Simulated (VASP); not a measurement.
Wanted: the native input for a VASP 6.6.1 run.

| Property | Result |
| --- | --- |
| Task | single point |
| Functional | PBE |
| Potentials or basis | VASP PAW PBE potentials, release 64 (Cs_sv) |
| Cutoff | 520 eV |
| k mesh | 10 × 10 × 10 |
| Occupations | gaussian, width 0.05 eV |
| Spin | no spin polarisation |
| Dipole correction | no |
| Further INCAR settings | ALGO = Normal; EDIFF = 1e-06; NBANDS = 10 |

The structure of Cs lies in POSCAR:

```
Cs
1.0
    0.0000000000      3.8934002340      3.8934002340
    3.8934002340      0.0000000000      3.8934002340
    3.8934002340      3.8934002340      0.0000000000
Cs
1
Direct
    0.0000000000      0.0000000000      0.0000000000
```

The cell was built by a generator and needn't be a form met in nature.

One way to write it, as run:

INCAR

```
PREC = Accurate
ENCUT = 520
EDIFF = 1E-6
ISMEAR = 0
SIGMA = 0.05
LREAL = F
LASPH = T
NELM = 80
ALGO = Normal
ISIF = 2
LWAVE = F
LCHARG = F
GGA = PE
NBANDS = 10
```

KPOINTS

```
Automatic mesh
0
Gamma
  10 10 10
```

Potentials or basis: VASP PAW PBE potentials, release 64 (Cs_sv).

Run with:

```console
$ cat potpaw_PBE.64/Cs_sv/POTCAR > POTCAR
$ mpirun -np 1 vasp_std > vasp.out
```

Results of the run:

```json
{
  "Pressure": "0.0 GPa",
  "Band gap on the k mesh": "none (metal or under the smearing width)"
}
```

It took 49 s on 1 thread of Intel(R) Xeon(R) Platinum 8488C (Sapphire Rapids) (shared host), peak memory 0.26 GiB.
